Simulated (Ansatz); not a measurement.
# HfC (P6_3/mmc) in Ansatz: a series of runs

One crystal, HfC, is run at these levels: PBEsol; tasks: band structure.

Everything below comes from runs of Ansatz 0.2.0. Logs are shortened: lines on timing, memory, paths and dates and some standing lists are left out, and cuts for length are marked.

**1. Starting point**

It takes space group P6_3/mmc (No. 194, hexagonal). The conventional cell has a = 3.343 Å, b = 3.343 Å, c = 5.203 Å, α = 90.00°, β = 90.00°, γ = 120.00°. Hf (site symmetry -6m2) is surrounded by 6 C at 2.33 Å. C (site symmetry -3m) is surrounded by 6 Hf at 2.33 Å and 2 C at 2.60 Å.

The cell comes from a database or a generator and needn't be the stable form of this composition.

**2. Band structure, PBEsol**

The input, input.yaml:

```yaml
crystal:
  lattice:
    - [3.3428660531, 0.0, 0.0]
    - [-1.6714330265, 2.8950069234, 0.0]
    - [0.0, 0.0, 5.202714]
  atoms:
    - { symbol: Hf, position: [0.3333333333, 0.6666666667, 0.25] }
    - { symbol: Hf, position: [0.6666666667, 0.3333333333, 0.75] }
    - { symbol: C, position: [0.0, 0.0, 0.5] }
    - { symbol: C, position: [0.0, 0.0, 0.0] }
kpoints:
  mp_grid: { grid: [7, 7, 4] }
  band_path:
    path:
      - [0.0, 0.0, 0.0]
      - [0.5, 0.0, 0.0]
      - [0.3333333333, 0.3333333333, 0.0]
      - [0.0, 0.0, 0.0]
      - [0.0, 0.0, 0.5]
      - [0.5, 0.0, 0.5]
      - [0.3333333333, 0.3333333333, 0.5]
      - [0.0, 0.0, 0.5]
    npoints: 6
scf:
  occupations: { method: fermi_dirac, width: 0.05 }
hamiltonian:
  xc: pbesol
  pseudopotentials: { kind: all_electron, lapw: { basis_error: 0.002 } }
output:
  forces: true
  stress: true
  eigenvalues: true
```

Potentials or basis: all-electron LAPW, scalar-relativistic.

Launch:

```console
$ ansatz run input.yaml --threads 2 --pin off --max-ram 8192MiB --backend cpu --events-out ev --progress --plain --runs-dir out
```

Output:

```text
Warning: RAYON_NUM_THREADS=2 ignored (pool sized by the plan → 2); use --threads N
LAPW: plane waves up to 8.534 Å⁻¹, error target 2.0e-3 eV per atom; small_component_spin mean_spin; C in spheres of 0.955 Å, 6 of its electrons in bands, Dirac shells []; Hf in spheres of 1.373 Å, 42 of its electrons in bands, Dirac shells [] (how accurate: hamiltonian.pseudopotentials.lapw.basis_error, Limitations)
Engine: ansatz 0.2.0, aarch64-unknown-linux-gnu
Pseudopotentials: kind: all_electron
Pseudopotential: Hf, LAPW, valence charge 42, lapw/all_electron/scalar/gaussian/Hf, Koelling and Harmon's equation, gaussian nucleus
Pseudopotential: C, LAPW, valence charge 6, lapw/all_electron/scalar/gaussian/C, Koelling and Harmon's equation, gaussian nucleus
Functional definition: PBEsol
  exchange = pbesol_x
  correlation = pbesol_c
Crystal: 4 atoms, lattice volume = 50.350 Å³
Basis set: ecut = 277.5016324206496 eV, 537 PW (Γ), exchange–correlation at level 2
Bands: 58, of which v1, the nominal top of the filled ones, is band 48 counted from 1 (47 counted from 0)
Symmetry: 24 space group operations
Space group: P63/mmc (ITA 194), of the structure as read, at distance tolerance 3.7e-5 Å
k-points: 24 of 196
Non-local potential: Hf, projectors of the file, none
Non-local potential: C, projectors of the file, none
Initial density: superposition of atomic densities (chi_scale 0.1, normalization cell, long waves kept (reshape's long-wave potential 0.00 eV rms))
Initial wavefunctions: plane waves of lowest kinetic energy (no species holds an atomic orbital)
Functional: x = pbesol(κ = 0.804, μ = 0.12345679012345678), c = pbesol(β = 0.046)
iter 1 solved again at ethr=1.14e-2 eV; its pass at ethr=1.00e-1 eV (dr2=1.09e1 eV) is discarded
SCF iter   1: F=—  HF=-822325.734423 eV  |F-HF|=—  |Δ(HF+E_count)|=         —  Δρ=1.18e-1  dr2=1.09e1  ethr=1.14e-2  ⟨swp⟩=2.0  Hψ=8268  notcnv=0
preconditioner: auto → Kerker (q_TF=auto, 3.038 Å⁻¹)  [metal: Δε(μ)=0.057 eV  Ē_g=17.902 eV  σ=0.050 eV  W_gap=0.27  n_scr=22 (ndim 8)  ℏωp=39.2 eV  f_vac=0.000  D(μ)=0.98/eV (n_scr^D=2)]
iter 2 solved again at ethr=5.22e-4 eV; its pass at ethr=1.14e-2 eV (dr2=5.02e-1 eV) is discarded
SCF iter   2: F=—  HF=-822322.472263 eV  |F-HF|=—  |Δ(HF+E_count)|=    3.26e0  Δρ=2.80e-2  dr2=5.01e-1  ethr=5.22e-4  ⟨swp⟩=2.0  Hψ=7058  notcnv=0
preconditioner: auto → Resta (q_TF=auto, 3.038 Å⁻¹)  ε∞=5.2  [insulator: Δε(μ)=0.204 eV  Ē_g=19.006 eV  σ=0.050 eV  W_gap=0.75  n_scr=22 (ndim 8)  ℏωp=39.2 eV  f_vac=0.000  D(μ)=0.48/eV (n_scr^D=2)  ε∞_Penn≈5.2]
SCF iter   3: F=—  HF=-822322.367422 eV  |F-HF|=—  |Δ(HF+E_count)|=         —  Δρ=2.24e-2  dr2=3.79e-1  ethr=5.22e-4  ⟨swp⟩=2.0  Hψ=4286  notcnv=0
the basis was enlarged: its passes take 514.7 KiB over the memory plan, 2 of 2 planned eigensolver slots
SCF iter   4: F=—  HF=-822322.379518 eV  |F-HF|=—  |Δ(HF+E_count)|=   1.21e-2  Δρ=1.03e-2  dr2=7.95e-2  ethr=3.95e-4  ⟨swp⟩=2.0  Hψ=3994  notcnv=0
SCF iter   5: F=—  HF=-822322.288687 eV  |F-HF|=—  |Δ(HF+E_count)|=   9.08e-2  Δρ=2.26e-3  dr2=2.62e-3  ethr=8.28e-5  ⟨swp⟩=2.5  Hψ=4305  notcnv=0
SCF iter   6: F=—  HF=-822322.287448 eV  |F-HF|=—  |Δ(HF+E_count)|=   1.24e-3  Δρ=5.94e-4  dr2=1.71e-4  ethr=2.73e-6  ⟨swp⟩=2.2  Hψ=4161  notcnv=0
SCF iter   7: F=—  HF=-822322.287440 eV  |F-HF|=—  |Δ(HF+E_count)|=   7.57e-6  Δρ=2.01e-4  dr2=2.60e-5  ethr=1.78e-7  ⟨swp⟩=2.0  Hψ=4156  notcnv=0
SCF iter   8: F=—  HF=-822322.287441 eV  |F-HF|=—  |Δ(HF+E_count)|=   1.10e-6  Δρ=5.70e-5  dr2=2.24e-6  ethr=2.71e-8  ⟨swp⟩=2.0  Hψ=4155  notcnv=0
SCF iter   9: F=-822322.287440 eV  HF=-822322.287440 eV  |F-HF|=2.24e-8  |Δ(HF+E_count)|=   9.19e-7  Δρ=1.08e-5  dr2=5.66e-8  ethr=2.34e-9  ⟨swp⟩=2.5  Hψ=4223  notcnv=0
SCF 1 converged in 9 iterations: F = -822322.287440 eV  dr2 = 5.66e-8
NSCF: frozen V_eff on 43 k-points
SCF converged after 9 iterations
Free energy (F): -822322.287440 eV
Harris-Foulkes:  -822322.287440 eV  (|F-HF|=2.24e-8)
Internal energy: -822322.283086 eV  (E = F + TS)
E sigma→0 (E₀):  -822322.285263 eV
Entropy (-TS):   -0.004354 eV (-1.089 meV/atom)
Fermi energy:    20.683778 eV
--- Per-component energies (eV) ---
  E_band       = -8552.997568
  E_kinetic    = 914657.183556
  E_xc         = -16868.069925
  E_electrostatic = -1720111.396717  (all electrons and nuclei)
  E_smearing   = -0.004354  (= −TS)
  E_closure    = 0.000000  (closes the sum)
  E_atoms      = -822284.010476  (free atoms, spherical and without spin; not in F)
  Σ components = -822322.287440   (vs F -822322.287440, Δ=0.00e0)
  Basis errors (estimates in eV, not in F): energy 7.2e-4 per atom: plane waves 6.3e-4 (3.5e-4 summed), levels above the bands 1.3e-50, relativity 4.0e-8, radial functions 8.7e-5, core shells 1.0e-7; eigenvalues (radial functions only) 7.9e-6; not estimated: angular momenta, meshes, grids; target (lapw.basis_error) 2.0e-3; muffin-tin radii C 0.955 Å, Hf 1.373 Å
--- Forces (eV/Å), atoms counted from 1 ---
  atom   1  Hf     0.00000000     0.00000000     0.00000000
  atom   2  Hf     0.00000000    -0.00000000    -0.00000000
  atom   3  C     -0.00000000    -0.00000000     0.00000000
  atom   4  C     -0.00000000     0.00000000     0.00000000
  max |Σ_I F_I| component: 1.11e-16 eV/Å
--- Stress (GPa, compression-positive) ---
       -9.137360       0.000000      -0.000000
        0.000000      -9.137360       0.000000
       -0.000000       0.000000      -3.762057
  P = ⅓ Tr σ = -7.3456 GPa (-73.456 kbar)
--- Band table (eV; the first three rows and the last of 24) ---
  k-point 0: bands = ["-351.8235", "-351.8235", "-351.8235", "-351.8235", "-351.8151", "-351.8151", "-243.2689", "-243.2689", "-179.9082", "-179.9082", "-179.9082", "-179.9082", "-179.9050", "-179.9050", "-179.8961", "-179.8961", "-179.8960", "-179.8960", "-40.6733", "-40.6237", "-9.8255", "-9.2574", "-9.2574", "-9.1669", "-9.1669", "-9.0785", "7.7217", "9.3376", "9.3502", "9.3537", "9.3605", "9.3605", "9.3978", "9.3978", "9.4043", "9.4043", "9.4145", "9.4233", "9.4233", "9.4237", "9.4271", "12.2641", "13.8732", "17.6425", "17.6425", "19.6061", "19.6061", "21.7420", "22.1485", "22.1485", "22.6237", "22.6237", "23.0946", "24.2151", "24.7942", "28.8642", "28.8642", "29.6342"]
  k-point 1: bands = ["-351.8235", "-351.8235", "-351.8235", "-351.8235", "-351.8151", "-351.8151", "-243.2689", "-243.2689", "-179.9082", "-179.9082", "-179.9082", "-179.9082", "-179.9050", "-179.9050", "-179.8961", "-179.8961", "-179.8960", "-179.8960", "-40.6660", "-40.6310", "-9.7228", "-9.2442", "-9.2442", "-9.1952", "-9.1802", "-9.1802", "8.1087", "9.2841", "9.3580", "9.3580", "9.3612", "9.3706", "9.3847", "9.3847", "9.4114", "9.4114", "9.4242", "9.4266", "9.4338", "9.4338", "9.4372", "10.9888", "15.3876", "17.7167", "17.7167", "18.9043", "18.9043", "20.1647", "23.2837", "23.2837", "23.3199", "23.3199", "23.5194", "24.5584", "25.5833", "27.5692", "27.9114", "27.9114"]
  k-point 2: bands = ["-351.8235", "-351.8235", "-351.8235", "-351.8235", "-351.8151", "-351.8151", "-243.2689", "-243.2689", "-179.9082", "-179.9082", "-179.9082", "-179.9082", "-179.9050", "-179.9050", "-179.8960", "-179.8960", "-179.8960", "-179.8960", "-40.6486", "-40.6486", "-9.4660", "-9.4660", "-9.2122", "-9.2122", "-9.2122", "-9.2122", "8.9895", "8.9895", "9.3644", "9.3644", "9.3644", "9.3644", "9.3741", "9.3741", "9.4254", "9.4254", "9.4305", "9.4305", "9.4305", "9.4305", "9.6840", "9.6840", "17.6921", "17.6921", "18.0942", "18.0942", "18.0942", "18.0942", "24.6813", "24.6813", "24.6813", "24.6813", "24.7865", "24.7865", "25.6766", "25.6766", "26.2480", "26.2480"]
  k-point 23: bands = ["-351.8235", "-351.8235", "-351.8235", "-351.8235", "-351.8151", "-351.8151", "-243.2689", "-243.2689", "-179.9082", "-179.9082", "-179.9082", "-179.9082", "-179.9050", "-179.9050", "-179.8961", "-179.8961", "-179.8961", "-179.8961", "-40.6245", "-40.6245", "-9.6847", "-9.6847", "-9.5112", "-9.5112", "-9.2036", "-9.2036", "9.2955", "9.2955", "9.3697", "9.3697", "9.3916", "9.3916", "9.3950", "9.3950", "9.4022", "9.4022", "9.4065", "9.4065", "9.4120", "9.4120", "10.7913", "10.7913", "15.7007", "15.7007", "18.2498", "18.2498", "18.3127", "18.3127", "22.3071", "22.3071", "24.5937", "24.5937", "27.1363", "27.1363", "27.9844", "27.9844", "28.7346", "28.7346"]
```

It took 24 s on 2 threads of Arm Neoverse V1, shared host; peak memory 0.37 GiB.

What came out:

```yaml
Free_energy: -822322.2874 eV
Pressure: -7.3 GPa
Band_gap_along_the_path: none (metal or under the smearing width)
```

Stress tensor (GPa, compression positive):
```
-9.14  0.00  0.00
 0.00 -9.14  0.00
 0.00  0.00 -3.76
```

Levels at the corners of the path, in eV from the Fermi level:
```
point  band 45  band 46  band 47  band 48  band 49  band 50  band 51  band 52
    Γ    -3.04    -1.08    -1.08     1.06     1.46     1.46     1.94     1.94
    M    -3.42    -3.24    -1.77    -1.03     1.53     4.35     4.80     4.83
    K    -4.24    -3.51    -3.51     0.65     1.06     1.06     5.00     5.00
    Γ    -3.04    -1.08    -1.08     1.06     1.46     1.46     1.94     1.94
    A    -2.59    -2.59    -2.59    -2.59     4.00     4.00     4.00     4.00
    L    -2.96    -2.96    -2.31    -2.31     1.37     1.37     4.72     4.72
    H    -2.39    -2.39    -2.35    -2.35     1.96     1.96     3.35     3.35
    A    -2.59    -2.59    -2.59    -2.59     4.00     4.00     4.00     4.00
```

Caveat: the k mesh is thin for a metal, which can move the energy by tens of meV per atom; spin-orbit coupling is left out, which moves the levels of the heavy elements.

**3. Band structure, PBEsol, spin-orbit coupling, no magnetisation**

Edit input.yaml of step 2 so:

```diff
@@ -28,2 +28,5 @@
   pseudopotentials: { kind: all_electron, lapw: { basis_error: 0.002 } }
+magnetization:
+  noncollinear: true
+  spin_orbit: true
 output:
```

Potentials or basis: all-electron LAPW, relativistic spinors.

Launch:

```console
$ ansatz run input.yaml --threads 2 --pin off --max-ram 8192MiB --backend cpu --events-out ev --progress --plain --runs-dir out
```

Run time: 3.1 min. Hardware: 2 threads of Arm Neoverse V1, shared host; peak memory 0.81 GiB.

Results (log left out):

- Free energy: -823383.5826 eV
- Pressure: -7.8 GPa
- Band gap along the path: none (metal or under the smearing width)

Stress tensor (GPa, compression positive):
```
-9.66  0.00  0.00
 0.00 -9.66  0.00
 0.00  0.00 -4.20
```

Levels at the corners of the path, in eV from the Fermi level:
```tsv
point	band 94	band 95	band 96	band 97	band 98	band 99
Γ	-1.06	1.02	1.02	1.25	1.25	1.65
M	-1.78	-1.02	-1.02	1.53	1.53	4.34
K	-3.45	0.62	0.62	1.01	1.01	1.13
Γ	-1.06	1.02	1.02	1.25	1.25	1.65
A	-2.56	-2.56	-2.56	3.85	3.85	3.85
L	-2.31	-2.31	-2.31	1.37	1.37	1.37
H	-2.33	-2.09	-2.09	1.83	1.83	2.09
A	-2.56	-2.56	-2.56	3.85	3.85	3.85
```

Caveat: the k mesh is thin for a metal, which can move the energy by tens of meV per atom.
